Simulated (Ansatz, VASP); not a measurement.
# Sn: VASP beside Ansatz

```xyz
1
Lattice="3.2959 0.0000 0.0000 0.0000 3.2959 0.0000 0.0000 0.0000 3.2959" Properties=species:S:1:pos:R:3 pbc="T T T"
Sn    0.0000    0.0000    0.0000
```

Alike in both runs: task single point; functional BLYP; k mesh 16 × 16 × 16; occupations fermi-dirac, width 0.1 eV; no spin polarisation.

```csv
,VASP,Ansatz
version,VASP 6.6.1,Ansatz 0.2.0
potentials or method,"VASP PAW PBE potentials, release 64 (Sn_d)","plane waves (420 eV) with PAW, scalar-relativistic"
plane-wave cutoff (eV),520,420
valence electrons in the cell,14,14
```

```csv
,VASP,Ansatz,Ansatz less VASP
pressure (GPa),-2.8,-2.8,-0.02
```

With one functional, cell and mesh, what is left measures potentials, basis and numerics.

Caveats: the PAW data sets were made with another functional, which shifts forces and pressure a little (VASP).
